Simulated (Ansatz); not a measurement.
# HfN: stress in a strained cell

HfN is deformed so: equal xx and yy strain of +1 %. What stress and forces result, by LAPW, PAW and all-electron datasets made for the crystal?

Program: Ansatz 0.2.0. Level of theory: DFT LDA, scalar-relativistic. These are calculated values, not measurements.

### Step 1. The system as given

Symmetry: Fm-3m, No. 225, cubic system. The conventional cell has a = 4.518 Å, b = 4.518 Å, c = 4.518 Å, α = 90.00°, β = 90.00°, γ = 90.00°. Around Hf (site symmetry m-3m) lie 6 N at 2.26 Å. Around N (site symmetry m-3m) lie 6 Hf at 2.26 Å.

Structure file:

```xyz
2
Lattice="0.0000 2.2590 2.2590 2.2590 0.0000 2.2590 2.2590 2.2590 0.0000" Properties=species:S:1:pos:R:3 pbc="T T T"
Hf    0.0000    0.0000    0.0000
N     2.2590    2.2590    2.2590
```

Atoms are numbered in the order of the input: Hf1, N2.

### Step 2. After the deformation

Space group Fm-3m before, I4/mmm after.

### Step 3. Full-potential LAPW

Contents of input.yaml:

```yaml
crystal:
  lattice:
    - [0.0, 2.28159, 2.259]
    - [2.28159, 0.0, 2.259]
    - [2.28159, 2.28159, 0.0]
  atoms:
    - { symbol: Hf, position: [0.0, 0.0, 0.0] }
    - { symbol: "N", position: [0.5, 0.5, 0.5] }
kpoints:
  mp_grid: { grid: [10, 10, 10] }
  band_path:
    path:
      - [0.0, 0.0, 0.0]
      - [0.0, 0.5, 0.5]
      - [0.25, 0.75, 0.5]
      - [0.0, 0.5, 0.0]
      - [0.0, 0.0, 0.0]
      - [0.5, 0.5, 0.0]
      - [0.3775125, 0.6224875, 0.0]
      - [-0.3775125, 0.3775125, 0.0]
      - [0.0, 0.0, 0.0]
    npoints: 5
scf:
  occupations: { method: fermi_dirac, width: 0.03 }
hamiltonian:
  xc: lda
  pseudopotentials: { kind: all_electron, lapw: { basis_error: 0.001 } }
output:
  forces: true
  stress: true
  eigenvalues: true
```

Run with:

```
> ansatz run input.yaml --threads 1 --pin off --max-ram 3072MiB --backend cpu --events-out ev --progress --plain --runs-dir out
```

### Step 4. Frozen-core PAW

Contents of input.yaml:

```yaml
crystal:
  lattice:
    - [0.0, 2.28159, 2.259]
    - [2.28159, 0.0, 2.259]
    - [2.28159, 2.28159, 0.0]
  atoms:
    - { symbol: Hf, position: [0.0, 0.0, 0.0] }
    - { symbol: "N", position: [0.5, 0.5, 0.5] }
kpoints:
  mp_grid: { grid: [10, 10, 10] }
scf:
  occupations: { method: fermi_dirac, width: 0.03 }
hamiltonian:
  xc: lda
  pseudopotentials: { kind: paw }
output:
  forces: true
  stress: true
  eigenvalues: true
  efg: { contact_densities: true }
```

### Step 5. All-electron PAW on datasets made for the crystal

input.yaml, as its differences from that of step 4:

```diff
@@ -14,3 +14,3 @@
   xc: lda
-  pseudopotentials: { kind: paw }
+  pseudopotentials: { kind: all_electron, datasets: crystal }
 output:
```

(Steps that only read results are left out.)

**Question.** What will these runs give? Wanted: pressure; largest shear or deviatoric stress.

**Answer**, as computed:

```
                                 quantity                                                 value
                                 pressure  LAPW -14.17, PAW -14.27, crystal datasets -14.18 GPa
largest shear or deviatoric stress (LAPW)                                              2.51 GPa
```

In words: The largest part of the stress beyond the pressure is 2.51 GPa in size, in the zz component; the atoms are carried along and not relaxed. No run of the undeformed cell stands beside it, so the pressure holds what the given cell had before the change. PAW: stress within 0.10 GPa of LAPW. Crystal datasets: stress within 0.01 GPa of LAPW. Spin-orbit coupling is left out, though the cell holds Hf; in elements this heavy it can shift bands and gaps by tenths of an eV. HfN has an odd count of electrons, so a run without spin can force a false metal and spoil its energy.
